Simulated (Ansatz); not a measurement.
Relaxing Zr₂N

Level of theory: DFT r2SCAN, scalar-relativistic, plane waves, PAW (Ansatz). Settings: 500 eV cutoff, 8×8×10 k-mesh, Gaussian smearing of 0.10 eV, no spin polarisation.

What was changed: relaxed at 3 GPa.

Command:

```bash
ansatz run input.yaml --threads 1 --pin off --max-ram 2560MiB --backend cpu --events-out ev --progress --plain --runs-dir out
```

Input:

```yaml
crystal:
  lattice:
    - [5.3661856576, 0.0, 0.0]
    - [0.0, 5.3661856576, 0.0]
    - [0.0, 0.0, 3.2694528998]
  atoms:
    - { symbol: Zr, position: [0.296572082, 0.296572082, 0.0] }
    - { symbol: Zr, position: [0.703427918, 0.703427918, 0.0] }
    - { symbol: Zr, position: [0.796572082, 0.203427918, 0.5] }
    - { symbol: Zr, position: [0.203427918, 0.796572082, 0.5] }
    - { symbol: "N", position: [0.0, 0.0, 0.0] }
    - { symbol: "N", position: [0.5, 0.5, 0.5] }
basis:
  ecutwfc: 500
kpoints:
  mp_grid: { grid: [8, 8, 10] }
hamiltonian:
  xc: r2scan
scf:
  occupations: { method: gaussian, width: 0.1 }
output:
  forces: true
  stress: true
  eigenvalues: true
  write_density: true
  write_potential: true
  elf: true
  volumetric_format: npy
relax:
  adjacent_minimum: "off"
  f_tol: 0.008
  max_steps: 50
  cell: { stress_tol: 0.08, p_target: 3.0 }
```

F is the free energy. Steps run on the plane waves of an earlier cell, but the last one, and at times one on the way, on a freshly chosen basis, so a repeated geometry can differ a little in energy. The relaxation lowers the enthalpy F + PV at the target pressure, so F itself can rise.

Steps:

```tsv
step	F − F(1) (eV)	largest force component (eV/Å)	V (Å³/atom)	P (GPa)
1	0.0000	0.046	15.691	5.58
2	-0.0439	0.011	16.111	0.35
3	-0.0310	0.006	15.891	2.98
4	-0.0311	0.001	15.888	3.00
5	-0.0319	0.001	15.888	3.00
```

Relaxed structure:

```
CELL_PARAMETERS angstrom
5.38678 0.00000 0.00000
0.00000 5.38678 0.00000
0.00000 0.00000 3.28515
ATOMIC_POSITIONS crystal
Zr 0.29624 0.29624 0.00000
Zr 0.70376 0.70376 0.00000
Zr 0.79624 0.20376 0.50000
Zr 0.20376 0.79624 0.50000
N 0.00000 0.00000 0.00000
N 0.50000 0.50000 0.50000
```

The structure is tetragonal, space group P4_2/mnm (No. 136). The conventional cell has a = 5.387 Å, b = 5.387 Å, c = 3.285 Å, α = 90.00°, β = 90.00°, γ = 90.00°. Zr (site symmetry m2m) has 3 N at 2.26 Å as nearest neighbours. N (site symmetry mmm) has 6 Zr at 2.26 Å as nearest neighbours.

The run converged. It took 6.3 min on 1 thread of Intel(R) Xeon(R) Processor @ 2.50GHz (Skylake/Cascade Lake) (shared host), peak memory 0.74 GiB.